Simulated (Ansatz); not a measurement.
# Ta under changes of volume

One of the cells (18.819 Å³/atom); the others are scaled copies at fixed shape and fractional positions:

```
CELL_PARAMETERS angstrom
2.90037 0.00000 0.00000
-1.45019 2.51180 0.00000
0.00000 0.00000 5.16627
ATOMIC_POSITIONS crystal
Ta 0.33333 0.66667 0.25000
Ta 0.66667 0.33333 0.75000
```

This isn't the form of Ta at room conditions, which is bcc.

- Program: Ansatz 0.2.0
- Functional: LDA
- Potentials or basis: Ansatz PAW
- Cutoff: 420 eV (not typed: the program's choice for these potentials)
- k mesh: 11 × 11 × 5
- Occupations: fermi-dirac, width 0.05 eV
- Spin: no spin polarisation

| volume (Å³/atom) | energy over the lowest point (meV/atom) | pressure (GPa) |
| --- | --- | --- |
| 17.689 | 0.00 | -0.3 |
| 18.066 | 6.07 | -4.6 |
| 18.442 | 21.76 | -8.5 |
| 18.819 | 46.07 | -12.0 |
| 19.195 | 78.14 | -15.1 |
| 19.571 | 117.20 | -17.9 |
| 19.948 | ? | ? |

Question: What does the run at 19.948 Å³/atom give?

Answer: Energy over the lowest point 162.56 meV/atom; pressure -20.5 GPa.

Worked out: A Birch-Murnaghan fit of order 3 (a polynomial in V^(-2/3)) to the other rows has its minimum at 17.66 Å³/atom, just outside them, with B0 = V·E''(V) = 214 GPa and B' = 3.9 at fixed shape and positions, which overstates the stiffness. It gives 162.70 meV/atom at 19.948 Å³/atom, against the run's 162.56, and -dE/dV = -20.6 GPa, against -20.5.

Energies are extrapolated to zero smearing.

Caveats: the PAW data sets come from PBE, with cores solved anew for the run's functional, which leaves a small shift of forces and pressure.
